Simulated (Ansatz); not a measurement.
Set up this calculation in Ansatz 0.2.0, as the native input.

* Task: band structure
* Functional: LDA
* Potentials or basis: Ansatz PAW
* Cutoff: 420 eV (not typed: the program's choice for these potentials)
* k mesh: 7 × 7 × 7
* Occupations: fermi-dirac, width 0.05 eV
* Spin: no spin polarisation
* Path: [["G", "L", "B1"], ["B", "Z", "G", "X"], ["Q", "F", "P1", "Z"], ["L", "P"]]
* Points for each segment of the path: 14

Crystal: Bi2Te3 (Tellurobismuthite).

```xyz
5
Lattice="2.1930 1.2661 10.1657 -2.1930 1.2661 10.1657 0.0000 -2.5323 10.1657" Properties=species:S:1:pos:R:3 pbc="T T T"
Bi    0.0000    0.0000   18.2982
Bi    0.0000    0.0000   12.1988
Te    0.0000    0.0000   24.1079
Te    0.0000    0.0000    6.3891
Te    0.0000    0.0000    0.0000
```

One way to write it, as run:

input.yaml

```yaml
crystal:
  lattice:
    - [2.193, 1.2661291403, 10.1656666667]
    - [-2.193, 1.2661291403, 10.1656666667]
    - [0.0, -2.5322582807, 10.1656666667]
  atoms:
    - { symbol: Bi, position: [0.6, 0.6, 0.6] }
    - { symbol: Bi, position: [0.4, 0.4, 0.4] }
    - { symbol: Te, position: [0.7905, 0.7905, 0.7905] }
    - { symbol: Te, position: [0.2095, 0.2095, 0.2095] }
    - { symbol: Te, position: [0.0, 0.0, 0.0] }
hamiltonian:
  xc: lda
  pseudopotentials: { kind: paw }
kpoints:
  mp_grid: { grid: [7, 7, 7] }
  band_path:
    path:
      - [[0.0, 0.0, 0.0], [0.5, 0.0, 0.0], [0.5, 0.1770083925, -0.1770083925]]
      - [[0.8229916075, 0.5, 0.1770083925], [0.5, 0.5, 0.5], [0.0, 0.0, 0.0], [0.3385041962, 0.0, -0.3385041962]]
      - [[0.6614958038, 0.3385041962, 0.0], [0.5, 0.5, 0.0], [0.6614958038, 0.6614958038, 0.1770083925], [0.5, 0.5, 0.5]]
      - [[0.5, 0.0, 0.0], [0.8229916075, 0.3385041962, 0.3385041962]]
    npoints: 14
scf:
  occupations: { method: fermi_dirac, width: 0.05 }
  n_extra_bands: 12
output:
  forces: true
  stress: true
  eigenvalues: true
  fatbands: true
```

Potentials or basis: Ansatz PAW.

Command:

```bash
$ ansatz run input.yaml --threads 2 --pin off --max-ram 5632MiB --backend cpu --events-out ev --progress --plain --runs-dir out
```

Results of the run:

```json
{
  "Pressure": "-1.8 GPa",
  "Largest force": "0.187 eV/Å",
  "Band gap on the k mesh": "0.21 eV, direct",
  "Band gap along the path": "0.21 eV, direct"
}
```

Caveat: spin-orbit coupling is left out, which as a rule narrows the gap of such compounds by several tenths of an eV; the PAW data sets come from PBE, with cores solved anew for the run's functional, which leaves a small shift of forces and pressure.

It took 41 s on 2 threads of Arm Neoverse V1, with other jobs on the host, peak memory 0.74 GiB.
